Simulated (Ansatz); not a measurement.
# H: pressure against volume, part 2 of 2

Aim: scale the cell of H up and down at fixed shape and fractional positions, and get the equilibrium volume and bulk modulus with LAPW, PAW and all-electron datasets made for the crystal.

Ansatz 0.2.0; DFT PBE; a cell built from a prototype (sc type), not taken from measurement. «Crystal datasets» are all-electron PAW datasets made for this crystal. The steps go on from the part before.

### 7 Volume × 1.02, LAPW

Input file input.yaml:

```yaml
crystal:
  lattice:
    - [1.4665152179, 0.0, 0.0]
    - [0.0, 1.4665152179, 0.0]
    - [0.0, 0.0, 1.4665152179]
  atoms:
    - { symbol: H, position: [0.0, 0.0, 0.0] }
kpoints:
  mp_grid: { grid: [16, 16, 16] }
scf:
  occupations: { method: fermi_dirac, width: 0.08 }
hamiltonian:
  xc: pbe
  pseudopotentials: { kind: all_electron, lapw: { basis_error: 0.001 } }
output:
  forces: true
  stress: true
  eigenvalues: true
```

Log (excerpt; [...] marks lines left out):

```text
LAPW: plane waves up to 8.616 Å⁻¹, error target 1.0e-3 eV per atom; small_component_spin mean_spin; H in spheres of 0.733 Å, 1 of its electrons in bands, Dirac shells []
[...]
Pseudopotentials: kind: all_electron
Pseudopotential: H, LAPW, valence charge 1, Koelling and Harmon's equation, gaussian nucleus
Functional definition: PBE
[...]
Crystal: 1 atoms, lattice volume = 3.154 Å³
Basis set: ecut = 282.8331741879096 eV, 33 PW (Γ), exchange–correlation at level 2
Bands: 5, of which v1, the nominal top of the filled ones, is band 1 counted from 1 (0 counted from 0)
Symmetry: 48 space group operations
Space group: Pm-3m (ITA 221), of the structure as read, at distance tolerance 1.5e-5 Å
k-points: 165 of 4096
[...]
SCF iter   1: F=—  HF=-14.780888 eV  |F-HF|=—  |Δ(HF+E_count)|=         —  Δρ=1.08e-2  dr2=1.61e-3  ethr=1.61e-4  ⟨swp⟩=3.1  Hψ=6750  notcnv=0
[...]
the basis was enlarged: its passes take 1.4 MiB over the memory plan, 1 of 1 planned eigensolver slots
SCF iter   5: F=-14.781814 eV  HF=-14.781814 eV  |F-HF|=8.17e-11  |Δ(HF+E_count)|=   5.00e-9  Δρ=9.77e-8  dr2=9.41e-14  ethr=6.49e-11  ⟨swp⟩=1.6  Hψ=1742  notcnv=0
[...]
SCF converged after 5 iterations
Free energy (F): -14.781814 eV
[...]
E sigma→0 (E₀):  -14.780596 eV
Entropy (-TS):   -0.002436 eV (-2.436 meV/atom)
Fermi energy:    2.686844 eV
[...]
--- Forces (eV/Å), atoms counted from 1 ---
  atom   1  H     -0.00000000     0.00000000    -0.00000000
[...]
--- Stress (GPa, compression-positive) ---
       -2.053928       0.000000       0.000000
        0.000000      -2.053928       0.000000
        0.000000       0.000000      -2.053928
  P = ⅓ Tr σ = -2.0539 GPa (-20.539 kbar)
--- Band table (eV; the first three rows and the last of 165) ---
  k-point 0: bands = ["-12.5957", "48.0701", "59.4172", "59.4172", "59.4172"]
[...]
```

Run time: 1.9 s. Hardware: 1 thread, shared host.

This run gives: pressure -2.05 GPa; no gap.

### 8 Volume × 1.02, PAW

input.yaml, as its differences from that of step 7:

```diff
@@ -13,3 +13,3 @@
   xc: pbe
-  pseudopotentials: { kind: all_electron, lapw: { basis_error: 0.001 } }
+  pseudopotentials: { kind: paw }
 output:
@@ -18 +18,2 @@
   eigenvalues: true
+  efg: { contact_densities: true }
```

Log (excerpt; [...] marks lines left out):

```text
[...]
Pseudopotentials: kind: paw
Pseudopotential: H, paw, valence charge 1, recommended cutoff 420 eV (normal)
Functional definition: PBE
[...]
Crystal: 1 atoms, lattice volume = 3.154 Å³
Basis set: ecut = 420 eV, 81 PW (Γ), exchange–correlation on 20×20×20 points (8 copies of the dense FFT grid, shifted against one another)
Bands: 5, of which v1, the nominal top of the filled ones, is band 1 counted from 1 (0 counted from 0)
Symmetry: 48 space group operations
Space group: Pm-3m (ITA 221), of the structure as read, at distance tolerance 1.5e-5 Å
k-points: 165 of 4096
[...]
SCF iter   1: F=—  HF=-14.779180 eV  |F-HF|=—  |Δ(HF+E_count)|=         —  Δρ=4.55e-3  dr2=2.50e-4  ethr=1.77e-3  ⟨swp⟩=4.0  Hψ=6688  notcnv=0
[...]
SCF iter   6: F=-14.779757 eV  HF=-14.779757 eV  |F-HF|=1.85e-13  |Δ(HF+E_count)|=  4.70e-12  Δρ=8.56e-8  dr2=9.02e-14  ethr=2.47e-12  ⟨swp⟩=1.0  Hψ=2652  notcnv=0
[...]
SCF converged after 6 iterations
Free energy (F): -14.779757 eV
[...]
E sigma→0 (E₀):  -14.778540 eV
Entropy (-TS):   -0.002434 eV (-2.434 meV/atom)
Fermi energy:    2.692843 eV
[...]
--- Forces (eV/Å), atoms counted from 1 ---
  atom   1  H      0.00000000    -0.00000000     0.00000000
[...]
--- Stress (GPa, compression-positive) ---
       -1.929252       0.000000       0.000000
        0.000000      -1.929252       0.000000
        0.000000       0.000000      -1.929252
  P = ⅓ Tr σ = -1.9293 GPa (-19.293 kbar)
--- PAW observables at the nuclei: V_zz in 10²¹ V/m², potentials from the cell's mean, atoms counted from 1 ---
  atom   1  H  V_zz =    -0.000000   η = 0.0000   by run symmetry: forbidden
            electrostatic potential = -33.992232 V   contact ρ = 2.209051 e/Å³
--- Band table (eV; the first three rows and the last of 165) ---
  k-point 0: bands = ["-12.5923", "48.0820", "59.4362", "59.4362", "59.4362"]
[...]
```

It took 0.7 s on 1 thread, shared host.

Result: pressure -1.93 GPa; no gap.

### 9 Volume × 1.06, LAPW

Input file input.yaml:

```yaml
crystal:
  lattice:
    - [1.4854400822, 0.0, 0.0]
    - [0.0, 1.4854400822, 0.0]
    - [0.0, 0.0, 1.4854400822]
  atoms:
    - { symbol: H, position: [0.0, 0.0, 0.0] }
kpoints:
  mp_grid: { grid: [16, 16, 16] }
scf:
  occupations: { method: fermi_dirac, width: 0.08 }
hamiltonian:
  xc: pbe
  pseudopotentials: { kind: all_electron, lapw: { basis_error: 0.001 } }
output:
  forces: true
  stress: true
  eigenvalues: true
```

Log (excerpt; [...] marks lines left out):

```text
LAPW: plane waves up to 8.520 Å⁻¹, error target 1.0e-3 eV per atom; small_component_spin mean_spin; H in spheres of 0.743 Å, 1 of its electrons in bands, Dirac shells []
[...]
Pseudopotentials: kind: all_electron
Pseudopotential: H, LAPW, valence charge 1, Koelling and Harmon's equation, gaussian nucleus
Functional definition: PBE
[...]
Crystal: 1 atoms, lattice volume = 3.278 Å³
Basis set: ecut = 276.59121865172074 eV, 33 PW (Γ), exchange–correlation at level 2
Bands: 5, of which v1, the nominal top of the filled ones, is band 1 counted from 1 (0 counted from 0)
Symmetry: 48 space group operations
Space group: Pm-3m (ITA 221), of the structure as read, at distance tolerance 1.5e-5 Å
k-points: 165 of 4096
[...]
SCF iter   1: F=—  HF=-14.777988 eV  |F-HF|=—  |Δ(HF+E_count)|=         —  Δρ=9.64e-3  dr2=1.37e-3  ethr=1.37e-4  ⟨swp⟩=3.1  Hψ=6808  notcnv=0
[...]
the basis was enlarged: its passes take 1.4 MiB over the memory plan, 1 of 1 planned eigensolver slots
SCF iter   5: F=-14.778867 eV  HF=-14.778867 eV  |F-HF|=7.56e-11  |Δ(HF+E_count)|=   4.86e-9  Δρ=9.46e-8  dr2=9.55e-14  ethr=6.19e-11  ⟨swp⟩=1.6  Hψ=1745  notcnv=0
[...]
SCF converged after 5 iterations
Free energy (F): -14.778867 eV
[...]
E sigma→0 (E₀):  -14.777616 eV
Entropy (-TS):   -0.002502 eV (-2.502 meV/atom)
Fermi energy:    2.376183 eV
[...]
--- Forces (eV/Å), atoms counted from 1 ---
  atom   1  H     -0.00000000     0.00000000     0.00000000
[...]
--- Stress (GPa, compression-positive) ---
       -5.492020       0.000000       0.000000
        0.000000      -5.492020       0.000000
        0.000000       0.000000      -5.492020
  P = ⅓ Tr σ = -5.4920 GPa (-54.920 kbar)
--- Band table (eV; the first three rows and the last of 165) ---
  k-point 0: bands = ["-12.4680", "46.5231", "57.7745", "57.7745", "57.7745"]
[...]
```

Run time: 1.9 s. Hardware: 1 thread, shared host.

Read from it: pressure -5.49 GPa; no gap.

### 10 Volume × 1.06, PAW

input.yaml, as its differences from that of step 9:

```diff
@@ -13,3 +13,3 @@
   xc: pbe
-  pseudopotentials: { kind: all_electron, lapw: { basis_error: 0.001 } }
+  pseudopotentials: { kind: paw }
 output:
@@ -18 +18,2 @@
   eigenvalues: true
+  efg: { contact_densities: true }
```

Log (excerpt; [...] marks lines left out):

```text
[...]
Pseudopotentials: kind: paw
Pseudopotential: H, paw, valence charge 1, recommended cutoff 420 eV (normal)
Functional definition: PBE
[...]
Crystal: 1 atoms, lattice volume = 3.278 Å³
Basis set: ecut = 420 eV, 81 PW (Γ), exchange–correlation on 20×20×20 points (8 copies of the dense FFT grid, shifted against one another)
Bands: 5, of which v1, the nominal top of the filled ones, is band 1 counted from 1 (0 counted from 0)
Symmetry: 48 space group operations
Space group: Pm-3m (ITA 221), of the structure as read, at distance tolerance 1.5e-5 Å
k-points: 165 of 4096
[...]
SCF iter   1: F=—  HF=-14.776276 eV  |F-HF|=—  |Δ(HF+E_count)|=         —  Δρ=4.74e-3  dr2=2.96e-4  ethr=1.77e-3  ⟨swp⟩=4.0  Hψ=6685  notcnv=0
[...]
SCF iter   6: F=-14.776843 eV  HF=-14.776843 eV  |F-HF|=8.17e-14  |Δ(HF+E_count)|=  4.73e-12  Δρ=7.00e-8  dr2=6.22e-14  ethr=2.37e-12  ⟨swp⟩=1.0  Hψ=2652  notcnv=0
[...]
SCF converged after 6 iterations
Free energy (F): -14.776843 eV
[...]
E sigma→0 (E₀):  -14.775592 eV
Entropy (-TS):   -0.002500 eV (-2.500 meV/atom)
Fermi energy:    2.381907 eV
[...]
--- Forces (eV/Å), atoms counted from 1 ---
  atom   1  H     -0.00000000    -0.00000000     0.00000000
[...]
--- Stress (GPa, compression-positive) ---
       -5.391832       0.000000       0.000000
        0.000000      -5.391832       0.000000
        0.000000       0.000000      -5.391832
  P = ⅓ Tr σ = -5.3918 GPa (-53.918 kbar)
--- PAW observables at the nuclei: V_zz in 10²¹ V/m², potentials from the cell's mean, atoms counted from 1 ---
  atom   1  H  V_zz =    +0.000000   η = 0.0000   by run symmetry: forbidden
            electrostatic potential = -33.696789 V   contact ρ = 2.182984 e/Å³
--- Band table (eV; the first three rows and the last of 165) ---
  k-point 0: bands = ["-12.4648", "46.5353", "57.7930", "57.7930", "57.7930"]
[...]
```

Wall time 0.68 s (1 thread, shared host).

Result: pressure -5.39 GPa; no gap.

### 11 Volume × 1.06, crystal datasets

input.yaml, as its differences from that of step 10:

```diff
@@ -13,3 +13,3 @@
   xc: pbe
-  pseudopotentials: { kind: paw }
+  pseudopotentials: { kind: all_electron, datasets: crystal }
 output:
```

Log (excerpt; [...] marks lines left out):

```text
[...]
Pseudopotentials: kind: all_electron
Pseudopotential: H, paw, valence charge 1, recommended cutoff 340 eV (normal), Koelling and Harmon's equation, gaussian nucleus
Functional definition: PBE
[...]
Crystal: 1 atoms, lattice volume = 3.278 Å³
Basis set: ecut = 340 eV, 33 PW (Γ), exchange–correlation on 18×18×18 points (8 copies of the dense FFT grid, shifted against one another)
Bands: 5, of which v1, the nominal top of the filled ones, is band 1 counted from 1 (0 counted from 0)
Symmetry: 48 space group operations
Space group: Pm-3m (ITA 221), of the structure as read, at distance tolerance 1.5e-5 Å
k-points: 165 of 4096
[...]
SCF iter   1: F=—  HF=-14.771930 eV  |F-HF|=—  |Δ(HF+E_count)|=         —  Δρ=1.28e-2  dr2=2.46e-3  ethr=2.36e-4  ⟨swp⟩=2.2  Hψ=5153  notcnv=0
[...]
Past the cutoffs: a stress includes 0.0005 GPa for waves and charges beyond them, in addition to the slope of what the spheres take
In the spheres:  the bands' charges fall short by 1.8e-7 e at most (sound up to 1e-3)
Fermi energy:    2.376043 eV
[...]
  The terms above E_closure are by the made datasets' own strengths, without shells solved beside the bands.
--- Forces (eV/Å), atoms counted from 1 ---
  atom   1  H      0.00000000    -0.00000000     0.00000000
[...]
--- Stress (GPa, compression-positive) ---
       -5.487285       0.000000       0.000000
        0.000000      -5.487285       0.000000
        0.000000       0.000000      -5.487285
  P = ⅓ Tr σ = -5.4873 GPa (-54.873 kbar)
--- PAW observables at the nuclei: V_zz in 10²¹ V/m², potentials from the cell's mean, atoms counted from 1 ---
  atom   1  H  V_zz =    -0.000000   η = 0.0000   by run symmetry: forbidden
            electrostatic potential = -33.721103 V   contact ρ = 2.185860 e/Å³
--- Band table (eV; the first three rows and the last of 165) ---
  k-point 0: bands = ["-12.4680", "47.6589"]
[...]
```

Wall time 1.8 s (1 thread, shared host).

This run gives: pressure -5.49 GPa.

### 12 The equation of state

The rows at scale 1 come from earlier runs of the unscaled cell with the same settings.

| method | volume (Å³/atom) | F above the lowest (meV/atom) | pressure (GPa) |
| --- | --- | --- | --- |
| LAPW | 2.908 | 3.7 | 6.78 |
| LAPW | 3.030 | 0.4 | 2.02 |
| LAPW | 3.092 | 0.0 | -0.10 |
| LAPW | 3.154 | 0.4 | -2.05 |
| LAPW | 3.278 | 3.4 | -5.49 |
| PAW | 2.908 | 3.7 | 6.82 |
| PAW | 3.030 | 0.4 | 2.05 |
| PAW | 3.092 | 0.0 | 0.00 |
| PAW | 3.154 | 0.3 | -1.93 |
| PAW | 3.278 | 3.2 | -5.39 |
| crystal datasets | 2.908 | – | 6.79 |
| crystal datasets | 3.092 | – | -0.10 |
| crystal datasets | 3.278 | – | -5.49 |

### 13 Results

The summary covers parts 1 to 2.

| quantity | value |
| --- | --- |
| equilibrium volume (LAPW) | 3.089 Å³/atom |
| bulk modulus (LAPW) | 102 GPa |
| its pressure derivative (LAPW) | 3.2 |
| equilibrium volume (PAW) | 3.092 Å³/atom |
| bulk modulus (PAW) | 101 GPa |
| its pressure derivative (PAW) | 3.2 |

What this shows: A third-order Birch-Murnaghan fit to the LAPW pressures puts zero pressure at 3.09 Å³/atom, -0.1 % from the given cell, with a bulk modulus of 102 GPa. PAW's volume lies +0.08 % and its modulus -1.0 % from LAPW's. No thermal or zero-point expansion is included.
